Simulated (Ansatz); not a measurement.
Run this with Ansatz 0.2.0, Python API and show what comes out.

The script, `cui.py`:
```python
"""Response of CuI to an electric field."""

import ansatz as az
import numpy as np

FUNCTIONAL = "pbesol"
CUTOFF_EV = 470
MESH = (4, 4, 6)
SMEARING = "fixed"

lattice = az.Lattice.of(
    (3.733168, -3.711086, 0.0),
    (3.733168, 3.711086, 0.0),
    (0.0, 0.0, 4.306998),
)
sites = [
    ("Cu", (0.420439, 0.579561, 0.75)),
    ("Cu", (0.579561, 0.420439, 0.25)),
    ("I", (0.770043, 0.229957, 0.75)),
    ("I", (0.229957, 0.770043, 0.25)),
]
system = az.Crystal(lattice=lattice)
for symbol, position in sites:
    system = system.atom(symbol, position)

# an insulator: whole occupations
base = (
    system.calculation()
    .functional(FUNCTIONAL)
    .pseudopotentials("paw")
    .basis(CUTOFF_EV)
    .kpoints(*MESH)
    .occupations(SMEARING)
    .dielectric()
)
out = base.run(threads=1, pin="off")
response = out.dielectric
eps = np.asarray(response.eps_inf)

print("eps_inf")
print(np.round(eps, 3) + 0.0)
for site, z in zip(out.lattice.sites, response.zstar_e):
    print(f"{site.symbol:2s} Z* trace/3 = {np.trace(z) / 3:+.3f} e")
print(f"charge neutrality missed by {response.zstar_sum_residual_pre_e:.4f} e before the sum rule")
```

```console
$ python cui.py
eps_inf
[[3.872 0.    0.   ]
 [0.    5.738 0.   ]
 [0.    0.    6.694]]
Cu Z* trace/3 = +0.852 e
Cu Z* trace/3 = +0.852 e
I  Z* trace/3 = -0.852 e
I  Z* trace/3 = -0.852 e
charge neutrality missed by 0.0018 e before the sum rule
```

Notes:
- With fixed filling the reported Fermi level is the top filled level among the k-points of the SCF.
- Averages over directions belong to no single polarisation, least of all in layered crystals.
- Pressure is positive in compression.
- Without a Hubbard U or exact exchange, semilocal functionals often make such 3d compounds metallic or too weakly gapped.
- The structure comes from a database of computed cells and needn't be a stable or known phase.
- This is the electronic (clamped-ion) response; a semilocal gap that is too small tends to raise it. The typed mesh is that of the SCF; the response is solved on denser meshes that the run picks.
- Finished in 9.7 min on 1 thread of Arm Neoverse V2, with other jobs on the host, peak memory 2.5 GiB.
